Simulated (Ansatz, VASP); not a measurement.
## One calculation of TiAl, two programs

```
CELL_PARAMETERS angstrom
3.17906 0.00000 0.00000
0.00000 3.17906 0.00000
0.00000 0.00000 3.17906
ATOMIC_POSITIONS crystal
Ti 0.00000 0.00000 0.00000
Al 0.50000 0.50000 0.50000
```

The cell comes from a database or a generator and needn't be the stable form of this composition.

Alike in both runs: task single point; functional PBE; k mesh 6 × 6 × 6; occupations gaussian, width 0.1 eV; no spin polarisation.

|  | VASP | Ansatz |
| --- | --- | --- |
| version | VASP 6.6.1 | Ansatz 0.2.0 |
| potentials or method | VASP PAW PBE potentials, release 64 (Ti_sv, Al) | scalar-relativistic, plane waves, PAW |
| plane-wave cutoff (eV) | 520 | 420 |
| valence electrons in the cell | 15 | 15 |

```csv
,VASP,Ansatz,Ansatz less VASP
gap on the k mesh at the Fermi level (eV),none,none,-
pressure (GPa),0.6,0.6,+0.03
```

A gap of «none» marks a metal or a gap that the smearing closes.
